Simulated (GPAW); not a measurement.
The system is SnSe.

```xyz
2
Lattice="0.0000 3.0100 3.0100 3.0100 0.0000 3.0100 3.0100 3.0100 0.0000" Properties=species:S:1:pos:R:3 pbc="T T T"
Sn    0.0000    0.0000    0.0000
Se    3.0100    3.0100    3.0100
```

Measurements of this composition are mostly on another form, of space group No. 62.

Base run:

| Item | Value |
| --- | --- |
| Program | GPAW 26.7.0 |
| Functional | LDA |
| Potentials or basis | the program's PAW data sets (release 1.2.1) made for this functional |
| Cutoff | 450 eV |
| Basis | pw |
| k mesh | 6 × 6 × 6 |
| Occupations | fermi-dirac, width 0.05 eV |
| Spin | no spin polarisation |

Its results: pressure -4.8 GPa.

Question: The run is repeated on the same cell with these changes: cutoff from 450 eV to 600 eV; spin from no spin polarisation to spin-orbit coupling, no magnetisation. What comes out?

Answer: Pressure -3.8 GPa.

Caveats: the cutoff is short for stress and forces, so pressures can be off by a GPa or more (some runs); spin-orbit coupling was added after a scalar SCF, so levels and gaps hold it while energy, forces, pressure and moments don't (some runs).

Not every run made on this cell is shown here.
